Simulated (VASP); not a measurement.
**BaTiO3 (strained cubic perovskite), PBE single-point calculation: Ansatz's output and VASP's**

```
CELL_PARAMETERS angstrom
3.91421 0.00000 0.00000
0.00000 3.91421 0.00000
0.00000 0.00000 3.91421
ATOMIC_POSITIONS crystal
Ba 0.00000 0.00000 0.00000
Ti 0.50000 0.50000 0.50000
O 0.50000 0.50000 0.00000
O 0.50000 0.00000 0.50000
O 0.00000 0.50000 0.50000
```

Ansatz printed

```
SCF 1 converged in 6 iterations: F = -10159.343117 eV  dr2 = 9.23e-9
  greatest PAW one-centre occupation: 0.999 electrons in one spin orbital (limit 2), on the Ti atom at site 1 (counted from 0), in its partial waves of l = 0
NSCF: frozen V_eff on 5 k-points
SCF converged after 6 iterations
Free energy (F): -10159.343117 eV
Harris-Foulkes:  -10159.343117 eV  (|F-HF|=1.33e-9)
Internal energy: -10159.343117 eV  (E = F + TS)
E sigma→0 (E₀):  -10159.343117 eV
Fermi energy:    12.260824 eV
--- Per-component energies (eV) ---
  E_band       = -99.915120
  E_kinetic    = 978.122146
  E_local      = -2012.804099  (includes V_loc(G=0)·N_el)
  E_nonlocal   = 204.057515
  E_hartree    = 795.040619
  E_xc         = -493.720863
  E_vxc        = -549.234137  (∫ρ·V_xc dr)
  E_paw        = -6745.550103  (= ΣΔE_a)
  E_vpaw       = -310.146183  (= ΣTr[D̂ρ^β])
  E_aug_tail   = 0.007394  (compensation charges beyond the density's cutoff)
  E_ewald      = -2884.495725
  E_smearing   = -0.000000  (= −TS)
  E_closure    = -0.000000  (closes the sum)
  Σ components = -10159.343117   (vs F -10159.343117, Δ=0.00e0)
--- Forces (eV/Å), atoms counted from 1 ---
  atom   1  Ba    -0.00000000    -0.00000000     0.00000000
  atom   2  Ti     0.00000000    -0.00000000     0.00000000
  atom   3  O      0.00000000     0.00000000     0.00000000
  atom   4  O      0.00000000    -0.00000000     0.00000000
  atom   5  O      0.00000000    -0.00000000     0.00000000
  max |Σ_I F_I| component: 3.90e-29 eV/Å
--- Stress (GPa, compression-positive) ---
       15.479886       0.000000      -0.000000
        0.000000      15.479886       0.000000
       -0.000000       0.000000      15.479886
  P = ⅓ Tr σ = 15.4799 GPa (154.799 kbar)
--- Band table (eV; the first three rows and the last of 20) ---
  k-point 0: bands = ["-44.9652", "-21.2318", "-21.2318", "-21.2318", "-13.1922", "-5.6922", "-5.0631", "-5.0631", "1.5951", "1.5951", "1.5951", "9.0786", "9.0786", "9.0786", "10.0532", "10.0532", "10.0532", "11.2521", "11.2521", "11.2521", "13.2301", "13.2301", "13.2301", "15.7290", "15.7290"]
  k-point 1: bands = ["-44.9649", "-21.2501", "-21.2310", "-21.2310", "-13.1492", "-5.7415", "-5.0531", "-5.0122", "1.6471", "1.6471", "1.7370", "8.5806", "8.9706", "8.9706", "9.7701", "9.7701", "9.8155", "10.5859", "11.0492", "11.0492", "13.2664", "13.8004", "13.8004", "15.7353", "16.4696"]
  k-point 2: bands = ["-44.9643", "-21.2864", "-21.2295", "-21.2295", "-13.0607", "-5.9466", "-5.0331", "-4.7754", "1.7562", "1.7562", "2.0168", "7.6091", "8.6298", "8.6298", "9.4023", "9.4747", "9.4747", "9.6774", "10.7480", "10.7480", "13.3415", "14.7355", "14.7355", "15.7410", "17.5196"]
  k-point 19: bands = ["-44.9615", "-21.2951", "-21.2951", "-21.2951", "-12.8189", "-4.7212", "-4.7212", "-4.7212", "0.6980", "0.6980", "0.6980", "6.7032", "7.2570", "7.2570", "9.0038", "9.0038", "9.0038", "11.2773", "11.2773", "11.2773", "15.9263", "15.9263", "15.9263", "18.4461", "18.4461"]
```

The two codes use different PAW datasets and cutoffs. VASP's cell holds 40 valence electrons and Ansatz's 40. Ansatz's stress includes a Pulay correction; VASP's doesn't.

Question: What does VASP give for the same cell and level of theory?

Answer: gap between bands v and c 1.87 eV; least direct gap 1.95 eV; pressure 17.8 GPa.

From OUTCAR

```
k-points           NKPTS =     20   k-points in BZ     NKDIM =     20   number of bands    NBANDS=     28

   NELECT =      40.0000    total number of electrons

   dimension x,y,z NGX =    30 NGY =   30 NGZ =   30
   dimension x,y,z NGXF=    60 NGYF=   60 NGZF=   60

  energy-cutoff  :      520.00
  volume of cell :       59.97
      direct lattice vectors                 reciprocal lattice vectors
     3.914214590  0.000000000  0.000000000     0.255479095  0.000000000  0.000000000
     0.000000000  3.914214590  0.000000000     0.000000000  0.255479095  0.000000000
     0.000000000  0.000000000  3.914214590     0.000000000  0.000000000  0.255479095

 k-points in reciprocal lattice and weights: KPOINTS created by Atomic Simulation Env
   0.00000000  0.00000000  0.00000000       0.005
   0.16666667  0.00000000  0.00000000       0.028
   0.33333333  0.00000000  0.00000000       0.028
   0.50000000  0.00000000  0.00000000       0.014
   0.16666667  0.16666667  0.00000000       0.056
   0.33333333  0.16666667  0.00000000       0.111
   0.50000000  0.16666667  0.00000000       0.056
   0.33333333  0.33333333  0.00000000       0.056
   ...

 E-fermi :   4.9054

 k-point     1 :       0.0000    0.0000    0.0000
  band No.  band energies     occupation
      1     -51.9845      2.00000
      2     -28.2358      2.00000
      3     -28.2358      2.00000
      4     -28.2358      2.00000
      5     -20.3104      2.00000
      6     -12.6695      2.00000
      7     -12.0233      2.00000
      8     -12.0233      2.00000
      9      -5.5026      2.00000
     10      -5.5026      2.00000
     11      -5.5026      2.00000
     12       2.1186      2.00000
     13       2.1186      2.00000
     14       2.1186      2.00000
     15       3.1651      2.00000
     16       3.1651      2.00000
     17       3.1651      2.00000
     18       4.2922      2.00000
     19       4.2922      2.00000
     20       4.2922      2.00000
     21       6.2417      0.00000
     22       6.2417      0.00000
     23       6.2417      0.00000
     24       8.7369      0.00000
     25       8.7369      0.00000
     26       9.4962      0.00000
     27       9.4962      0.00000
     28      12.5211      0.00000

 k-point     2 :       0.1667    0.0000    0.0000
  band No.  band energies     occupation
      1     -51.9841      2.00000
      2     -28.2544      2.00000
      3     -28.2351      2.00000
      4     -28.2351      2.00000
      5     -20.2684      2.00000
      6     -12.7174      2.00000
      7     -12.0125      2.00000
      8     -11.9758      2.00000
      9      -5.4519      2.00000
     10      -5.4519      2.00000
     11      -5.3603      2.00000
     12       1.6195      2.00000
     13       2.0072      2.00000
     14       2.0072      2.00000
     15       2.8607      2.00000
     16       2.8607      2.00000
     17       2.8959      2.00000
     18       3.6215      2.00000
     19       4.0893      2.00000
     20       4.0893      2.00000
     21       6.2875      0.00000
     22       6.8249      0.00000
     23       6.8249      0.00000
     24       8.7460      0.00000
     25       9.4816      0.00000
     26      10.0422      0.00000
     27      10.0845      0.00000
     28      13.1977      0.00000

 k-point     3 :       0.3333    0.0000    0.0000
  band No.  band energies     occupation
      1     -51.9834      2.00000
      2     -28.2911      2.00000
      3     -28.2336      2.00000
      4     -28.2336      2.00000
      5     -20.1819      2.00000
      6     -12.9197      2.00000
      7     -11.9896      2.00000
      8     -11.7451      2.00000
      9      -5.3454      2.00000
     10      -5.3454      2.00000
     11      -5.0796      2.00000
     12       0.6501      2.00000
     13       1.6585      2.00000
     14       1.6585      2.00000
     15       2.4375      2.00000
     16       2.5430      2.00000
     17       2.5430      2.00000
     18       2.7032      2.00000
     19       3.7879      2.00000
     20       3.7879      2.00000
     21       6.3826      0.00000
     22       7.7703      0.00000
     23       7.7703      0.00000
     24       8.7540      0.00000
     25      10.5404      0.00000
     26      11.1475      0.00000
     27      11.4643      0.00000
     28      12.9544      0.00000

 ...

  Total        6.6551776      6.6551776      6.6551776      0.0000000      0.0000000     -0.0000000
  in kB      177.8018763    177.8018763    177.8018763      0.0000000      0.0000000     -0.0000000
  external PRESSURE =     177.8018763 kB  Pullay stress =       0.0000000 kB

 POSITION                                       TOTAL-FORCE (eV/Angst)
 -----------------------------------------------------------------------------------
      0.00000      0.00000      0.00000         0.000000      0.000000      0.000000
      1.95711      1.95711      1.95711         0.000000      0.000000      0.000000
      1.95711      1.95711      0.00000         0.000000      0.000000      0.000000
      1.95711      0.00000      1.95711         0.000000      0.000000      0.000000
      0.00000      1.95711      1.95711         0.000000      0.000000      0.000000
 -----------------------------------------------------------------------------------
    total drift:                                0.000000      0.000000     -0.000000

  FREE ENERGIE OF THE ION-ELECTRON SYSTEM (eV)
  ---------------------------------------------------
  free  energy   TOTEN  =       -39.6913577016 eV

  energy  without entropy=      -39.6913577016  energy(sigma->0) =      -39.69135770
```
